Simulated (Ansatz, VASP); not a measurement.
# Si (Si(110)) in two plane-wave programs, part 2 of 2

Aim: how closely do two programs agree when they are given the same cell, functional and k mesh? The structure shown is the end of the VASP relaxation below.

VASP 6.6.1 and Ansatz 0.2.0.

So far: Starting point; VASP: relaxation, PBE.

## 3. Ansatz: single point, PBE

Level of this step: Ansatz beside VASP: Kohn-Sham DFT, plane waves, PBE (Ansatz).

Ansatz runs on its default PAW (the set named soft_2) files.

The same cell, functional, mesh and smearing now go to Ansatz, which takes its cutoff from its data sets.

File input.yaml:

```yaml
crystal:
  lattice:
    - [3.94428577, 0.0, 0.0]
    - [0.0, 5.57806243, 0.0]
    - [0.0, 0.0, 31.33840738]
  atoms:
    - { symbol: Si, position: [0.75, 0.39784718, 0.73575817] }
    - { symbol: Si, position: [0.25, 0.60215282, 0.73575817] }
    - { symbol: Si, position: [0.25, 0.8853129, 0.68221663] }
    - { symbol: Si, position: [0.75, 0.1146871, 0.68221663] }
    - { symbol: Si, position: [0.75, 0.37838741, 0.62239438] }
    - { symbol: Si, position: [0.25, 0.62161259, 0.62239438] }
    - { symbol: Si, position: [0.25, 0.87651647, 0.56105984] }
    - { symbol: Si, position: [0.75, 0.12348353, 0.56105984] }
    - { symbol: Si, position: [0.75, 0.37739655, 0.5] }
    - { symbol: Si, position: [0.25, 0.62260345, 0.5] }
    - { symbol: Si, position: [0.25, 0.87651647, 0.43894016] }
    - { symbol: Si, position: [0.75, 0.12348353, 0.43894016] }
    - { symbol: Si, position: [0.75, 0.37838741, 0.37760562] }
    - { symbol: Si, position: [0.25, 0.62161259, 0.37760562] }
    - { symbol: Si, position: [0.25, 0.8853129, 0.31778337] }
    - { symbol: Si, position: [0.75, 0.1146871, 0.31778337] }
    - { symbol: Si, position: [0.75, 0.39784718, 0.26424183] }
    - { symbol: Si, position: [0.25, 0.60215282, 0.26424183] }
hamiltonian:
  xc: pbe
  pseudopotentials: { kind: paw }
kpoints:
  mp_grid: { grid: [6, 5, 1] }
scf:
  occupations: { method: gaussian, width: 0.03 }
  n_extra_bands: 8
efield:
  axis: 3
  dipole_correction: true
  ramp_width: 0.04
output:
  forces: true
  eigenvalues: true
```

Launch:

```console
$ ansatz run input.yaml --threads 8 --pin off --max-ram 18432MiB --backend cpu --events-out ev --progress --plain --runs-dir out
```

Numbers of over 12 decimals in the logs are rounded to 6 here.

What it wrote:

```text
scf.n_extra_bands = 8 over 36 filled bands (N_el = 72.0): the run solves 44 bands
Engine: ansatz 0.2.0, aarch64-unknown-linux-gnu
Pseudopotentials: kind: paw
Pseudopotential: Si, paw, valence charge 4, recommended cutoff 420 eV (normal), Si.paw.azcp
Functional definition: PBE
  parameter kappa = 0.804
  parameter beta = 0.066725
  exchange = pbe_x(kappa = kappa, mu = beta*pi^2/3)
  correlation = pbe_c(beta = beta)
Crystal: 18 atoms, lattice volume = 689.491 Å³
Basis set: ecut = 420 eV, 13539 PW (Γ), exchange–correlation on 54×80×432 points (8 copies of the dense FFT grid, shifted against one another)
Bands: 44, of which v1, the nominal top of the filled ones, is band 36 counted from 1 (35 counted from 0)
Symmetry: 4 space group operations
k-points: 12 of 30
Non-local potential: Si, projectors of the file, l = 0: 2, l = 1: 2, l = 2: 2
PAW form: soft (Blöchl's): semilocal exchange-correlation on the pseudo side does not see the compensation charge
PAW one-centre angular grid: Si, 110 points (default); XC on 64 Gauss nodes
Initial density: superposition of atomic densities (neutral atoms: chi_scale 0, normalization atom), corrected by the library's trained network
Initial wavefunctions: pseudopotential atomic-orbital guess
Functional: x = pbe(κ = 0.804, μ = 0.219515), c = pbe(β = 0.066725)
SCF iter   1: F=—  HF=-11439.948449 eV  |F-HF|=—  |Δ(HF+E_count)|=         —  Δρ=2.67e-3  dr2=6.31e-2  ethr=1.77e-3  p=0.000 e·Å  D=4.25e-14 V/Å  ΔV_dip=-0.00 eV  dr2_dipole=8.65e-11  V_vac-E_F(+/−)=4.70/4.70 eV  ⟨swp⟩=11.2  Hψ=3357  notcnv=0  defer=2
efield: sawtooth ramp at fractional position 0.9800 (placed from the atoms, in the widest stretch of the axis that holds none; the zero of the levels goes with the place), width 0.0400; the density the first Hamiltonian is built on has a dipole p = 0.000 e·Å; the dipole correction subtracts the counter field D = 4.25e-14 V/Å, which shifts the + side's vacuum level by -0.00 eV against the − side's; the planar-averaged density in the ramp window peaks in size at 5.9e-6 e/Å³
preconditioner: auto → LDOS  [metal: Δε(μ)=0.028 eV  Ē_g=6.578 eV  σ=0.030 eV  W_gap=0.47  n_scr=66 (ndim 8)  ℏωp=12.0 eV  f_vac=0.404  D(μ)=8.38/eV (n_scr^D=32)  β→1.0]
SCF iter   2: F=—  HF=-11439.942100 eV  |F-HF|=—  |Δ(HF+E_count)|=   6.35e-3  Δρ=8.57e-4  dr2=9.39e-3  ethr=8.77e-5  p=-0.000 e·Å  D=-5.43e-7 V/Å  ΔV_dip=0.00 eV  dr2_dipole=3.69e-8  V_vac-E_F(+/−)=4.77/4.77 eV  ⟨swp⟩=3.4  Hψ=1197  notcnv=0  defer=32
SCF iter   3: F=—  HF=-11439.941334 eV  |F-HF|=—  |Δ(HF+E_count)|=   7.66e-4  Δρ=2.23e-4  dr2=1.00e-3  ethr=1.30e-5  p=0.000 e·Å  D=4.85e-8 V/Å  ΔV_dip=-0.00 eV  dr2_dipole=6.94e-9  V_vac-E_F(+/−)=4.79/4.79 eV  ⟨swp⟩=2.0  Hψ=949  notcnv=0  defer=32
SCF iter   4: F=—  HF=-11439.941333 eV  |F-HF|=—  |Δ(HF+E_count)|=   8.21e-7  Δρ=8.78e-5  dr2=1.52e-4  ethr=1.39e-6  p=0.000 e·Å  D=1.74e-7 V/Å  ΔV_dip=-0.00 eV  dr2_dipole=2.98e-9  V_vac-E_F(+/−)=4.79/4.79 eV  ⟨swp⟩=2.0  Hψ=887  notcnv=0  defer=32
SCF iter   5: F=—  HF=-11439.941329 eV  |F-HF|=—  |Δ(HF+E_count)|=   4.22e-6  Δρ=2.86e-5  dr2=1.20e-5  ethr=2.12e-7  p=0.000 e·Å  D=1.36e-7 V/Å  ΔV_dip=-0.00 eV  dr2_dipole=1.41e-9  V_vac-E_F(+/−)=4.79/4.79 eV  ⟨swp⟩=2.0  Hψ=852  notcnv=0  defer=32
SCF iter   6: F=—  HF=-11439.941473 eV  |F-HF|=—  |Δ(HF+E_count)|=   1.44e-4  Δρ=1.15e-5  dr2=5.28e-6  ethr=1.66e-8  p=0.000 e·Å  D=6.32e-8 V/Å  ΔV_dip=-0.00 eV  dr2_dipole=3.69e-10  V_vac-E_F(+/−)=4.79/4.79 eV  ⟨swp⟩=2.0  Hψ=915  notcnv=0  defer=32
SCF iter   7: F=—  HF=-11439.941473 eV  |F-HF|=—  |Δ(HF+E_count)|=   4.27e-7  Δρ=3.74e-6  dr2=1.43e-6  ethr=7.34e-9  p=0.000 e·Å  D=4.02e-8 V/Å  ΔV_dip=-0.00 eV  dr2_dipole=7.86e-11  V_vac-E_F(+/−)=4.79/4.79 eV  ⟨swp⟩=2.2  Hψ=775  notcnv=0  defer=32
SCF iter   8: F=—  HF=-11439.941473 eV  |F-HF|=—  |Δ(HF+E_count)|=   2.48e-8  Δρ=2.23e-6  dr2=2.53e-7  ethr=1.98e-9  p=0.000 e·Å  D=1.22e-8 V/Å  ΔV_dip=-0.00 eV  dr2_dipole=7.79e-12  V_vac-E_F(+/−)=4.79/4.79 eV  ⟨swp⟩=2.5  Hψ=782  notcnv=0  defer=32
SCF iter   9: F=-11439.941473 eV  HF=-11439.941473 eV  |F-HF|=2.19e-8  |Δ(HF+E_count)|=   4.43e-8  Δρ=9.95e-7  dr2=2.56e-8  ethr=1.39e-10  p=0.000 e·Å  D=1.51e-9 V/Å  ΔV_dip=-0.00 eV  dr2_dipole=2.19e-12  V_vac-E_F(+/−)=4.79/4.79 eV  ⟨swp⟩=15.1  Hψ=2747  notcnv=0
SCF 1 converged in 9 iterations: F = -11439.941473 eV  dr2 = 2.56e-8
  greatest PAW one-centre occupation: 0.647 electrons in one spin orbital (limit 2), on the Si atom at site 1 (counted from 0), in its partial waves of l = 0
SCF converged after 9 iterations
Free energy (F): -11439.941473 eV
Harris-Foulkes:  -11439.941473 eV  (|F-HF|=2.19e-8)
Internal energy: -11439.937055 eV  (E = F + TS)
E sigma→0 (E₀):  -11439.939264 eV
Entropy (-TS):   -0.004419 eV (-0.245 meV/atom)
Fermi energy:    1.074636 eV
Dipole field:    D = -0.000001 V/Å  (p = -0.000004 e·Å, saw-weighted, corrected)
Work function:   Φ+ = 4.7935 eV   Φ− = 4.7935 eV
Levels:          The Fermi level and band energies are counted from a zero that moves with the ramp; work functions are not
--- Per-component energies (eV) ---
  E_band       = -286.644119
  E_kinetic    = 713.320265
  E_local      = -24223.947435  (includes V_loc(G=0)·N_el)
  E_nonlocal   = 465.274148
  E_hartree    = 11816.607274
  E_xc         = -986.027548
  E_vxc        = -831.343613  (∫ρ·V_xc dr)
  E_paw        = -9228.511348  (= ΣΔE_a)
  E_vpaw       = -43.143250  (= ΣTr[D̂ρ^β])
  E_aug_tail   = 0.000113  (compensation charges beyond the density's cutoff)
  E_efield     = 0.000000  (sawtooth field / dipole correction)
  E_vefield    = 0.000000  (∫n·V_field dr)
  E_ewald      = 10003.347478
  E_smearing   = -0.004419  (= −TS)
  E_closure    = -0.000000  (closes the sum)
  Σ components = -11439.941473   (vs F -11439.941473, Δ=0.00e0)
--- Forces (eV/Å), atoms counted from 1 ---
  atom   1  Si     0.00000000    -0.00420361    -0.02169468
  atom   2  Si     0.00000000     0.00420361    -0.02169468
  atom   3  Si     0.00000000    -0.02951823     0.00228066
  atom   4  Si     0.00000000     0.02951823     0.00228066
  atom   5  Si     0.00000000    -0.00094869     0.00897669
  atom   6  Si     0.00000000     0.00094869     0.00897669
  atom   7  Si     0.00000000     0.02759375     0.01527464
  atom   8  Si     0.00000000    -0.02759375     0.01527464
  atom   9  Si     0.00000000     0.00087020    -0.00000002
  atom  10  Si     0.00000000    -0.00087020    -0.00000002
  atom  11  Si     0.00000000     0.02759368    -0.01527461
  atom  12  Si     0.00000000    -0.02759368    -0.01527461
  atom  13  Si     0.00000000    -0.00094872    -0.00897666
  atom  14  Si     0.00000000     0.00094872    -0.00897666
  atom  15  Si     0.00000000    -0.02951802    -0.00228049
  atom  16  Si     0.00000000     0.02951802    -0.00228049
  atom  17  Si     0.00000000    -0.00420366     0.02169470
  atom  18  Si     0.00000000     0.00420366     0.02169470
  max |Σ_I F_I| component: 4.66e-7 eV/Å
--- Band table (eV; the first three rows and the last of 12) ---
  k-point 0: bands = [... 32 lower, 0.4280, 0.6180, 1.0482, 1.0959, 1.4557, 1.5997, 1.9808, 2.1730, ... 4 higher]
  k-point 1: bands = [... 32 lower, 0.0595, 0.1310, 0.8019, 0.9328, 1.6216, 1.7923, 1.9695, 2.1968, ... 4 higher]
  k-point 2: bands = [... 32 lower, -0.4364, -0.4044, 0.5648, 0.6578, 1.3381, 1.5660, 2.2112, 2.3123, ... 4 higher]
  k-point 11: bands = [... 32 lower, -0.6680, -0.6680, 1.0613, 1.0613, 1.3101, 1.3101, 2.9735, 2.9735, ... 4 higher]
```

Elapsed: 9.3 s, on 8 threads of Arm Neoverse N1, shared host; peak memory 1.5 GiB.

## 4. Comparison

Known differences besides the potentials themselves: the cutoff is 420 eV in Ansatz and 320 eV in VASP (PREC = Normal, projectors in real space); VASP leaves aspherical gradient terms in its spheres out (LASPH is not set), Ansatz keeps them. Total energies have different zeros and are not compared.

At this near-relaxed geometry the largest component of a force difference is 23 meV/Å. VASP's last cycles still show a density residual of 2e-03, so its state may not be settled.

## 5. Summary of results

```json
{"r.m.s. force difference (single point, PBE)": "6.9 meV/Å"}
```

**Reading.** The r.m.s. force difference is 6.9 meV/Å (single point, PBE), within the 12 meV/Å picked in this series as the mark of a large difference. Such differences can come from data sets, numerical settings and the points named under the comparisons, not from the functional's error against experiment.

[Lines on the potential files, build, host, timing and source positions are cut from VASP's logs without a mark.]

[Logs are printed without paths, hosts, clocks, repeated set-up lines and the standing remarks that a program may print on its own settings, such as how far it seeks lower states.]

[Hosts, paths, dates, database ids (printed as entryN), source tags and the programs' standing remarks are cut or masked in the printed files.]
